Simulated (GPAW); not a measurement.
ZnSe (Stilleite):

```
Se Zn
1.0
     0.00000    2.83380    2.83380
     2.83380    0.00000    2.83380
     2.83380    2.83380    0.00000
Se Zn
1 1
Cartesian
  4.2507 4.2507 4.2507
  0.0000 0.0000 0.0000
```

- Program: GPAW 26.7.0
- Task: relaxation of cell and atoms
- Functional: RPBE
- Dispersion: D3(BJ)
- Potentials or basis: the program's PAW data sets (release 1.2.1) made for this functional
- Cutoff: 600 eV
- Basis: pw
- k mesh: 8 × 8 × 8
- Occupations: fermi-dirac, width 0.05 eV
- Spin: no spin polarisation

At the start: pressure -5.3 GPa; volume 22.76 Å³/atom.

Question: Where does the relaxation end?

Answer: Over 4 steps the energy falls by 33.1 meV/atom and the volume is 20.89 Å³/atom (-8.2 %); space group F-43m (No. 216, to 0.05 Å).

Step by step:
```csv
step,energy change (eV),largest force (eV/Å),pressure (GPa),volume (Å³)
1,0.0000,0.0000,-5.27,45.51
2,-0.0219,0.0000,-4.44,44.79
3,-0.0655,0.0000,0.56,41.45
4,-0.0661,0.0000,-0.05,41.79
```

Final structure:
```
CELL_PARAMETERS angstrom
0.00000 2.75424 2.75424
2.75424 0.00000 2.75424
2.75424 2.75424 0.00000
ATOMIC_POSITIONS crystal
Se 0.75000 0.75000 0.75000
Zn 0.00000 0.00000 0.00000
```

Caveat: later steps reuse the first step's grids.
